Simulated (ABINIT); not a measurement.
A run of ABINIT 10.8.3 (patched build) is set up as follows.

run.abi

```
pp_dirpath "./"
pseudos "Cd.LDA_PW-JTH.xml, S.LDA_PW-JTH.xml"

acell 7.8423634172 7.8423634172 12.7310849016
rprim
     1.0000000000     0.0000000000     0.0000000000
    -0.5000000000     0.8660254038     0.0000000000
     0.0000000000     0.0000000000     1.0000000000
ntypat 2
znucl 48 16
natom 4
typat 1 1 2 2
xred
     0.6666666667     0.3333333333     0.5000000000
     0.3333333333     0.6666666667     0.0000000000
     0.6666666667     0.3333333333     0.8750000000
     0.3333333333     0.6666666667     0.3750000000

ecut 20.0
pawecutdg 40.0

kptopt 1
ngkpt 6 6 3
nshiftk 1
shiftk 0.0 0.0 0.0

ixc 7

nband 22
occopt 3
tsmear 0.05 eV

nstep 100
tolvrs 1.0e-9

iomode 3
prtwf 0
prtden 0
prteig 0
prtebands 0
prtvol 2
```

Potentials or basis: JTH PAW LDA v2.0.

The run is started by

```console
$ abinit run.abi > log 2>&1
```

**Question.** What does it give for the largest force?

**Answer.** 0.062 eV/Å.

**Question.** Estimate the band gap on the k mesh.

**Answer.** 0.89 eV, direct.

Forces on the atoms (eV/Å):
```
Cd   0.000  0.000 -0.062
Cd   0.000  0.000 -0.062
S    0.000  0.000  0.062
S    0.000  0.000  0.062
```

**The experiment to reproduce.**

From “Isotope dependence of band-gap energy”, 2008, arxiv:0807.2152, for a bulk crystal of CdS: band gap 2.5809 ± 0.0002 eV.

A measured gap of CdS is 2.5809 eV (quoted in “Isotope dependence of band-gap energy”, 2008, arxiv:0807.2152); the calculated 0.89 eV misses it by -1.69 eV. So large a miss can be the level of theory's own, or it may mean another phase, state or a wrong row. Spin-orbit coupling on Cd is left out. The value is that of LDA, without temperature or zero-point motion. Semilocal functionals fall short of measured gaps as a rule.
